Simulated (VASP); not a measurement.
Runs of VASP 6.6.1 on CdTe. Symmetry: F-43m, No. 216, cubic system. Conventional cell: a = 6.564 Å, b = 6.564 Å, c = 6.564 Å, α = 90.00°, β = 90.00°, γ = 90.00°. Cd (site symmetry -43m) is surrounded by 4 Te at 2.84 Å. Around Te (site symmetry -43m) lie 4 Cd at 2.84 Å. The cell is a database's computed one.

| task | level | potentials or basis | cell | k mesh | cutoff (eV) | gap on the mesh (eV) | pressure (GPa) | relaxed volume (Å³/atom) |
| --- | --- | --- | --- | --- | --- | --- | --- | --- |
| relaxation of cell and atoms | PBE | VASP PAW PBE potentials, release 64 (Cd, Te) | relaxed | 10 × 10 × 10 | 600 | 0.58 | 0.0 | 36.31 |
| single point | PBEsol | VASP PAW PBE potentials, release 64 (Cd, Te) | as given | 10 × 10 × 10 | 520 | 0.55 | -1.2 | - |
| relaxation of cell and atoms | PBEsol | VASP PAW PBE potentials, release 64 (Cd, Te) | relaxed | 10 × 10 × 10 | 580 | 0.64 | 0.0 | (c) |
| relaxation of cell and atoms | PBE+D3(BJ) | VASP PAW PBE potentials, release 64 (Cd, Te) | relaxed | 10 × 10 × 10 | 600 | (a) | 0.0 | 34.67 |
| relaxation of cell and atoms | PBEsol | VASP PAW PBE potentials, release 64 (Cd, Te) | relaxed | 10 × 10 × 10 | 600 | 0.64 | 0.0 | 34.25 |
| relaxation of cell and atoms | LDA | VASP PAW LDA potentials, release 64 (Cd, Te) | relaxed | 10 × 10 × 10 | 600 | 0.64 | 0.0 | (b) |
| relaxation of cell and atoms | RPBE | VASP PAW PBE potentials, release 64 (Cd, Te) | relaxed | 10 × 10 × 10 | 600 | 0.59 | 0.0 | (d) |
| relaxation of cell and atoms | PBEsol | VASP PAW PBE potentials, release 64 (Cd, Te) | relaxed | 4 × 4 × 4 | 600 | 0.61 | 0.0 | 34.45 |

Alike in all rows: no spin polarisation; smearing gaussian 0.02 eV.

Q: Estimate the missing entries.

A: (a) 0.72; (b) 33.07; (c) 34.26; (d) 37.97.

Caveats: spin-orbit coupling is left out, which moves the levels of the heavy elements; the PAW data sets were made with another functional, which shifts forces and pressure a little (some runs).

A k mesh can miss the band edges, and the runs leave out spin-orbit coupling on Cd, Te.
